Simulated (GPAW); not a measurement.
## Magnetic state of Fe6 on Ru4 0001 from several starts

Aim: find out whether Fe6 on Ru4 0001 carries moments, and which collinear order costs least.

Program: GPAW 26.7.0. Level of theory: PBE; plane waves with GPAW's PAW setups, scalar-relativistic. Results are calculated unless marked as measured.

### Step 1. The starting structure

The cell holds 10 atoms: 4 Ru and 6 Fe. Its edges and angles: a = 2.706 Å, b = 2.706 Å, c = 29.741 Å, α = 90.0°, β = 90.0°, γ = 120.0°. ideal sites on the substrate's mesh, layer spacings from atomic volumes, unrelaxed, 12 A of vacuum. Vacuum lies along c.

### Step 2. Order 1, typed as ferro ++++++

The parallel start comes first: it fits the smallest cell, keeps the most symmetry and shows whether parallel moments form.

The input, order1.py:

```python
import json
import numpy as np
from ase import Atoms
from ase.parallel import paropen, parprint
from gpaw import GPAW

atoms = Atoms(['Ru', 'Ru', 'Ru', 'Ru', 'Fe', 'Fe', 'Fe', 'Fe', 'Fe', 'Fe'],
    cell=[[2.706, 0.0, 0.0],
         [-1.353, 2.343465, 0.0],
         [0.0, 0.0, 29.740518]],
    scaled_positions=[[0.0, 0.0, 0.201745],
         [0.333333, 0.666667, 0.273856],
         [0.0, 0.0, 0.345968],
         [0.333333, 0.666667, 0.418079],
         [0.0, 0.0, 0.485419],
         [0.333333, 0.666667, 0.547986],
         [0.0, 0.0, 0.610553],
         [0.333333, 0.666667, 0.67312],
         [0.0, 0.0, 0.735688],
         [0.333333, 0.666667, 0.798255]],
    pbc=True,
    magmoms=[0.0, 0.0, 0.0, 0.0, 2.6, 2.6, 2.6, 2.6, 2.6, 2.6])
atoms.calc = GPAW(mode={'name': 'pw', 'ecut': 450},
    xc='PBE',
    kpts={'size': (18, 18, 1), 'gamma': True},
    occupations={'name': 'fermi-dirac', 'width': 0.05},
    convergence={'density': 1e-05, 'energy': 1e-05},
    maxiter=200,
    mixer={'name': 'pulay', 'beta': 0.03, 'nmaxold': 8, 'weight': 100},
    symmetry={'tolerance': 1e-4},
    txt='order1.txt')
e = atoms.get_potential_energy(force_consistent=True)
res = {'free_energy': e, 'energy_sigma0': atoms.get_potential_energy(), 'fermi_energy': atoms.calc.get_fermi_level()}
res['moments'] = atoms.get_magnetic_moments().tolist()
res['total'] = atoms.get_magnetic_moment()
parprint('site moments (muB):', np.round(res['moments'], 3))
parprint(f"total moment: {res['total']:.3f} muB")
parprint(f'free energy: {e:.6f} eV')
atoms.calc.write('order1.gpw')
with paropen('results.json', 'w') as f:
    json.dump(res, f)
```

On the command line:

```console
OMP_NUM_THREADS=1 mpirun -n 4 gpaw python order1.py > order1.log
```

Numbers of over 12 decimals in the logs are rounded to 6 here.

The log of the run:

```text
site moments (muB): [-0.008  0.025 -0.048 -0.133  1.998  2.162  2.07   2.097  2.327  2.748]
total moment: 13.361 muB
free energy: -87.989122 eV

--- order1.txt ---
Input parameters:
  mode=PW(ecut=450),
  convergence={'density': 1e-05, 'energy': 1e-05},
  kpts=MonkhorstPack(size=(18, 18, 1), gamma=True),
  maxiter=200,
  mixer=Pulay(name='pulay', nmaxold=8, beta=0.03, weight=100, sigma=0.015, g_ss=None),
  occupations=Occupations(name='fermi-dirac', width=0.05),
  symmetry=Symmetry(tolerance=0.0001),
  xc=XC(name='PBE')

Diagonalizing LCAO Hamiltonian
Converting LCAO to pw mode

        Fe

       Fe
        Fe

       Fe

        Fe

       Fe

        Ru

       Ru

        Ru

       Ru

Atoms  # Å, Bohr magnetons
|   | symbol |         x |        y |         z |    initial magnetic moments |
|---|--------|-----------|----------|-----------|-----------------------------|
| 0 |     Ru |  0.000000 | 0.000000 |  6.000001 | ( 0.0000,  0.0000,  0.0000) |
| 1 |     Ru | -0.000001 | 1.562311 |  8.144619 | ( 0.0000,  0.0000,  0.0000) |
| 2 |     Ru |  0.000000 | 0.000000 | 10.289268 | ( 0.0000,  0.0000,  0.0000) |
| 3 |     Ru | -0.000001 | 1.562311 | 12.433886 | ( 0.0000,  0.0000,  0.0000) |
| 4 |     Fe |  0.000000 | 0.000000 | 14.436613 | ( 0.0000,  0.0000,  2.6000) |
| 5 |     Fe | -0.000001 | 1.562311 | 16.297387 | ( 0.0000,  0.0000,  2.6000) |
| 6 |     Fe |  0.000000 | 0.000000 | 18.158162 | ( 0.0000,  0.0000,  2.6000) |
| 7 |     Fe | -0.000001 | 1.562311 | 20.018937 | ( 0.0000,  0.0000,  2.6000) |
| 8 |     Fe |  0.000000 | 0.000000 | 21.879742 | ( 0.0000,  0.0000,  2.6000) |
| 9 |     Fe | -0.000001 | 1.562311 | 23.740517 | ( 0.0000,  0.0000,  2.6000) |

Unit cell  # Å
| periodic |         x |        y |         z |   lengths |     angles |
|----------|-----------|----------|-----------|-----------|------------|
|      yes |  2.706000 | 0.000000 |  0.000000 |  2.706000 |  90.000000 |
|      yes | -1.353000 | 2.343465 |  0.000000 |  2.706000 |  90.000000 |
|      yes |  0.000000 | 0.000000 | 29.740518 | 29.740518 | 119.999997 |

Number of symmetries: 6

BZ-sampling:
  Number of BZ points: 324
  Number of IBZ points: 37

  Monkhorst-Pack size: [18, 18, 1]
  Monkhorst-Pack shift: [0.027778, 0.027778, 0.0]

K-points  # in reciprocal-cell coordinates
|     |                                coordinates |     weight |
|-----|--------------------------------------------|------------|
|   0 | ( -0.00000000,  -0.00000000,   0.00000000) | 0.00308642 |
|   1 | (  0.05555556,  -0.00000000,   0.00000000) | 0.01851852 |
|   2 | (  0.11111111,  -0.05555556,   0.00000000) | 0.01851852 |
|   3 | (  0.11111111,  -0.00000000,   0.00000000) | 0.01851852 |
|   4 | (  0.16666667,  -0.05555556,   0.00000000) | 0.03703704 |
|   5 | (  0.16666667,  -0.00000000,   0.00000000) | 0.01851852 |
|   6 | (  0.22222222,  -0.11111111,   0.00000000) | 0.01851852 |
|   7 | (  0.22222222,  -0.05555556,   0.00000000) | 0.03703704 |
|   8 | (  0.22222222,  -0.00000000,   0.00000000) | 0.01851852 |
|   9 | (  0.27777778,  -0.11111111,   0.00000000) | 0.03703704 |
| ... |                                            |            |
|  36 | (  0.50000000,   0.50000000,   0.00000000) | 0.00925926 |

Plane wave coefficients: 4114
Cutoff: 450.000000 eV

Spin-components: 2 (collinear spins)
Bands:           81
Projectors:      60
Spin-degeneracy: 1
Datatype:        complex128

Parallelization:
  kpt:    4
  domain: 1
  band:   1

Density:
  Valence electrons: 112.0
  Components: 2
  Grid points: [ 14  14 147]
  Charge: 0.0  # |e|

Potential:
  Grid points: [ 14  14 147]

species:
  Ru:
    name:    Ruthenium
    Z:       44.0
    valence: 16
    core:    28
    charge:  0.0  # [|e|]
    compensation charges:
      type: gauss
      rc: 0.39  # [Å]
      lmax: 2
    cutoffs:
      filter: 2.16  # [Å]
      core: 1.30  # [Å]
    projectors
    | kind |    occ | energy [eV] | rcut [Å] |
    |------|--------|-------------|----------|
    |   4s |  2.000 |     -76.316 |    1.281 |
    |   5s |  1.000 |      -4.236 |    1.281 |
    |   4p |  6.000 |     -46.423 |    1.286 |
    |   5p |  0.000 |      -0.913 |    1.286 |
    |   4d |  7.000 |      -5.203 |    1.254 |
    |    d |        |      22.008 |    1.254 |

    Using partial waves for Ru as LCAO basis

  Fe:
    name:    Iron
    Z:       26.0
    valence: 8
    core:    18
    charge:  0.0  # [|e|]
    compensation charges:
      type: gauss
      rc: 0.33  # [Å]
      lmax: 2
    cutoffs:
      filter: 2.06  # [Å]
      core: 2.67  # [Å]
    projectors
    | kind |    occ | energy [eV] | rcut [Å] |
    |------|--------|-------------|----------|
    |   4s |  2.000 |      -5.291 |    1.164 |
    |   4p |  0.000 |      -1.326 |    1.058 |
    |   3d |  6.000 |      -7.505 |    1.058 |
    |    s |        |      21.920 |    1.164 |
    |    p |        |      25.885 |    1.058 |
    |    d |        |      19.706 |    1.058 |

    Using partial waves for Fe as LCAO basis

Reference energy: -700697.227531  # eV

eigensolver:
  PPCG
  Converge bands: occupied
  niter=2

density mixing:
  Pulay-Mixer
  Linear mixing parameters: 0.03
  Old densities: 8
  Fourier metric: weight=100, sigma=0.015

occupation numbers:
  Fermi-Dirac:
    width: 0.0500  # eV

poisson solver:
  ecut: 3600.000000  # eV

xc functional:
  name: PBE with 2 nearest neighbor stencil

convergence criteria:
- Maximum integral of absolute [dens]ity change: 1e-05 electrons / valence electron
- Maximum [total energy] change in last 3 cyles: 1e-05 eV / valence electron
- Maximum integral of absolute [eigenst]ate change: 4e-08 eV^2 / valence electron
maximum number of iterations: 200

SCF iterations
|iter     |      energy | eigst |  dens |  magmom |
|---------|-------------|-------|-------|---------|
|iter:   1|       0s | -119.988692 | +0.30 |       | +15.6248|
|iter:   2|      10s |-1051.812094 | +1.86 | -0.47 | +15.3220|
|iter:   3|      21s | -167.070102 | +1.02 | -0.10 | +15.2021|
|iter:   4|      31s | -113.605464 | +0.81 | -0.50 | +15.2152|
|iter:   5|      42s |  -93.932018 | +0.05 | -0.66 | +15.2175|
|iter:   6|      53s |  -94.512370 | -1.24 | -0.89 | +15.2119|
|iter:   7|      63s |  -92.006813 | -2.06 | -0.88 | +15.2158|
|iter:   8|      73s |  -92.512733 | -1.65 | -1.00 | +15.2032|
|iter:   9|      84s |  -91.697772 | -2.72 | -0.88 | +15.1471|
|iter:  10|      94s |  -91.093362 | -2.58 | -0.92 | +15.0123|
[... 76 iterations left out ...]
|iter:  87|     821s |  -87.928255c| -8.83c| -4.71 | +13.3604|
|iter:  88|     826s |  -87.928255c| -8.81c| -4.73 | +13.3606|
|iter:  89|     830s |  -87.928257c| -8.56c| -4.78 | +13.3611|
|iter:  90|     835s |  -87.928258c| -8.59c| -4.80 | +13.3614|
|iter:  91|     840s |  -87.928258c| -8.79c| -4.82 | +13.3615|
|iter:  92|     845s |  -87.928258c| -8.12c| -4.81 | +13.3616|
|iter:  93|     850s |  -87.928258c| -8.75c| -4.88 | +13.3617|
|iter:  94|     855s |  -87.928258c| -8.69c| -4.89 | +13.3614|
|iter:  95|     860s |  -87.928258c| -8.90c| -4.95 | +13.3612|
|iter:  96|     865s |  -87.928258c| -9.06c| -5.02c| +13.3610|

Converged in 96 steps
Energy contributions relative to reference atoms: (reference = -700697.227531)

Energy contributions:
  Kinetic:          34.261769
  Coulomb:         -41.459416
  Zero:              0.135870
  External:          0.000000
  Xc:              -80.805617
  Entropy:          -0.121728
  Spinorbit:         0.000000
  ----------------------------
  Free energy:     -87.989122
  Extrapolated:    -87.928258

dipole moment: (-32.072350, -26.250144, 0.069769)  # |e|*Ang

Total magnetic moment: (0.000000, 0.000000, 13.360999)

Local magnetic moments
|        x |        y |         z |
|----------|----------|-----------|
| 0.000000 | 0.000000 | -0.008348 |  # Ru   0
| 0.000000 | 0.000000 |  0.024886 |  # Ru   1
| 0.000000 | 0.000000 | -0.048398 |  # Ru   2
| 0.000000 | 0.000000 | -0.133011 |  # Ru   3
| 0.000000 | 0.000000 |  1.997775 |  # Fe   4
| 0.000000 | 0.000000 |  2.161536 |  # Fe   5
| 0.000000 | 0.000000 |  2.069918 |  # Fe   6
| 0.000000 | 0.000000 |  2.096918 |  # Fe   7
| 0.000000 | 0.000000 |  2.326689 |  # Fe   8
| 0.000000 | 0.000000 |  2.747501 |  # Fe   9

Fermi level: 6.034
Eigenvalues  # (at kpt = [-0.000, -0.000, 0.000])
| band index |      eig [eV] | occ [0-1] |      eig [eV] | occ [0-1] |
|------------|---------------|-----------|---------------|-----------|
|          0 |       -67.158 |     1.000 |       -67.147 |     1.000 |
|        ... |               |           |               |           |
|         53 |         4.355 |     1.000 |         6.172 |     0.060 |
|         54 |         4.407 |     1.000 |         6.187 |     0.045 |
|         55 |         4.520 |     1.000 |         6.188 |     0.044 |
|         56 |         4.520 |     1.000 |         6.430 |     0.000 |
|         57 |         4.948 |     1.000 |         6.430 |     0.000 |
|         58 |         4.948 |     1.000 |         6.465 |     0.000 |
|         59 |         5.170 |     1.000 |         6.617 |     0.000 |
|         60 |         5.267 |     1.000 |         6.760 |     0.000 |
|         61 |         5.267 |     1.000 |         6.760 |     0.000 |
|         62 |         5.513 |     1.000 |         6.846 |     0.000 |
|         63 |         5.513 |     1.000 |         7.066 |     0.000 |
|         64 |         5.765 |     0.995 |         7.074 |     0.000 |
|         65 |         5.765 |     0.995 |         7.074 |     0.000 |
|         66 |         5.900 |     0.936 |         7.203 |     0.000 |
|         67 |         5.900 |     0.936 |         7.203 |     0.000 |
|        ... |               |           |               |           |
|         80 |        14.975 |     0.000 |        15.405 |     0.000 |

No gap
No difference between direct/indirect transitions
```

Run time: 15 min. Hardware: 4 MPI ranks of Arm Neoverse V2, shared host; peak memory 1.4 GiB; 59 min of CPU time.

Spin moment in the augmentation sphere by atom:

```csv
atom,spin moment in the augmentation sphere (μB)
Ru1,-0.01
Ru2,0.02
Ru3,-0.05
Ru4,-0.13
Fe5,2.00
Fe6,2.16
Fe7,2.07
Fe8,2.10
Fe9,2.33
Fe10,2.75
```

This step gave:

```yaml
magnetization: 13.36 μB
final_state: ferromagnetic
```

After 96 cycles the largest moment stands at 2.75 μB.

[end of part 1 of 2]

[Logs and program files are shortened in this print: banners, set-up blocks, solver, clock and traceback lines can be left out without a mark of their own.]

[Logs are printed without paths, hosts, clocks, repeated set-up lines and the standing remarks that a program may print on its own settings, such as how far it seeks lower states.]

[Hosts, paths, dates, database ids (printed as entryN), source tags and the programs' standing remarks are cut or masked in the printed files.]

[Where a cell is said to come from a database of computed structures, the database is the Materials Project.]
